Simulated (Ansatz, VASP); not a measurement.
# One calculation of Se, two programs

The input INCAR:

```
PREC = Accurate ; ENCUT = 520
EDIFF = 1E-6 ; ISMEAR = 1
SIGMA = 0.6 ; LREAL = False
LASPH = True ; NELM = 80
ALGO = Normal ; ISIF = 2
LWAVE = False ; LCHARG = True
LELF = True ; LVHAR = True
NBANDS = 16
```

The input KPOINTS:

```
regular mesh
0
Gamma
  9 9 6
```

The input POSCAR:

```
Se
1.0
    3.9534579885      0.0000000000      0.0000000000
   -1.9767289943      3.4237950508      0.0000000000
    0.0000000000      0.0000000000      5.1205317866
Se
3
Direct
    0.2543546533      1.0000000000      0.3333333333
    1.0000000000      0.2543546533      0.6666666667
    0.7456453467      0.7456453467      1.0000000000
```

Input for Ansatz:

```yaml
crystal:
  lattice:
    - [3.9534579885, 0.0, 0.0]
    - [-1.9767289943, 3.4237950508, 0.0]
    - [0.0, 0.0, 5.1205317866]
  atoms:
    - { symbol: Se, position: [0.2543546533, 1.0, 0.3333333333] }
    - { symbol: Se, position: [1.0, 0.2543546533, 0.6666666667] }
    - { symbol: Se, position: [0.7456453467, 0.7456453467, 1.0] }
hamiltonian:
  xc: lda
  pseudopotentials:
    kind: paw
    azcp:
      Se: "pseudopotentials/Se.paw.azcp"
basis:
  ecutwfc: 420
  fft_grid_basis: typed
kpoints:
  mp_grid: { grid: [9, 9, 6], shift: [0, 0, 0] }
magnetization:
  spin_polarized: false
scf:
  occupations: { method: methfessel_paxton, width: 0.6 }
  lower_state_search: "off"
output:
  stress: true
```

Alike in both runs: task single point; functional LDA; k mesh 9 × 9 × 6; occupations methfessel-paxton of order 1, width 0.6 eV; no spin polarisation.

|  | VASP | Ansatz |
| --- | --- | --- |
| version | VASP 6.6.1 | Ansatz 0.2.0 |
| potentials or method | VASP PAW LDA potentials, release 64 (Se) | plane waves (420 eV) with PAW, scalar-relativistic |
| plane-wave cutoff (eV) | 520 | 420 |
| valence electrons in the cell | 18 | 48 |

|  | VASP | Ansatz | Ansatz less VASP |
| --- | --- | --- | --- |
| pressure (GPa) | 0.1 | -0.1 | -0.23 |
| largest component of the traceless stress (GPa) | 0.14 | 0.04 | -0.105 |

The two sets of potentials don't hold the same shells in valence. Ansatz warned: «pseudo_functional_mismatch».
